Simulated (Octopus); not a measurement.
WC:

```xyz
2
Lattice="1.6403 -2.1180 0.0000 1.6403 2.1180 0.0000 0.0000 0.0000 4.3094" Properties=species:S:1:pos:R:3 pbc="T T T"
W     1.6403    0.0000    2.1547
C     0.0000    0.0000    0.0000
```

The cell was built by a generator and needn't be a form met in nature.

- Program: Octopus 16.4
- Task: single point
- Functional: PBE
- Potentials or basis: pseudodojo_pbe (PseudoDojo 0.5, PBE)
- Grid spacing: 0.122 × 0.122 × 0.120 Å
- k mesh: 10 × 10 × 6
- Occupations: fermi-dirac, width 0.05 eV
- Spin: no spin polarisation

On this cell: largest force under 0.003 eV/Å; band gap on the k mesh none (metal or under the smearing width).

The same run follows on a disturbed copy (atoms moved at random, drawn with an rms of 0.05 Å):

```
W C
1.0
     1.64035   -2.11804    0.00000
     1.64035    2.11804    0.00000
     0.00000    0.00000    4.30942
W C
1 1
Direct
  0.51482 0.52270 0.49389
  0.99651 0.00720 0.99038
```

Question: What changes?

Answer: The energy (extrapolated to zero smearing) moves by -3.2 meV/atom; largest force 0.223 eV/Å; band gap on the k mesh none (metal or under the smearing width).

Forces in eV/Å, atoms in the order of the input:
```
W    0.189 -0.006  0.120
C   -0.189  0.006 -0.120
```

The energy falls, though the first cell shows no forces: that form is unstable against this distortion, unless noise or another electronic state is at work.
